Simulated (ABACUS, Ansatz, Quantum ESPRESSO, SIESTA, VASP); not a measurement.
## One calculation of SrCl2, 5 ways

```
CELL_PARAMETERS angstrom
0.00000 3.48835 3.48835
3.48835 0.00000 3.48835
3.48835 3.48835 0.00000
ATOMIC_POSITIONS crystal
Sr 0.00000 0.00000 0.00000
Cl 0.75000 0.75000 0.75000
Cl 0.25000 0.25000 0.25000
```

Alike in all runs: task equation of state; functional PBE; k mesh 7 × 7 × 7; occupations fermi-dirac, width 0.05 eV; no spin polarisation; no spin-orbit coupling.

```csv
program and potentials,plane-wave cutoff (eV),notes,equilibrium volume (Å³/atom),bulk modulus (GPa)
"SIESTA, files PseudoDojo sr-pbe-0.4.1-standard, DZP (energy shift 0.003 Ry; two zetas on semicore shells; d shell added on Sr)",-,atomic basis,29.20,35.7
"Quantum ESPRESSO, SSSP 1.3 efficiency PBE",748,-,29.08,33.7
"VASP, PBE PAW files Cl, Sr_sv, 520 eV",520,-,29.20,33.6
"Ansatz, all-electron LAPW, scalar-relativistic",-,-,29.09,33.6
"ABACUS, PseudoDojo NC SR 0.4.1 PBE standard, plane waves",925,-,?,?
```

Question: Estimate from the other rows what the run with ABACUS, PseudoDojo NC SR 0.4.1 PBE standard, plane waves gave.

Answer: Equilibrium volume 29.07 Å³/atom; bulk modulus 33.7 GPa. The other rows, which needn't bracket it: equilibrium volume 29.08 to 29.20; bulk modulus 33.6 to 35.7.
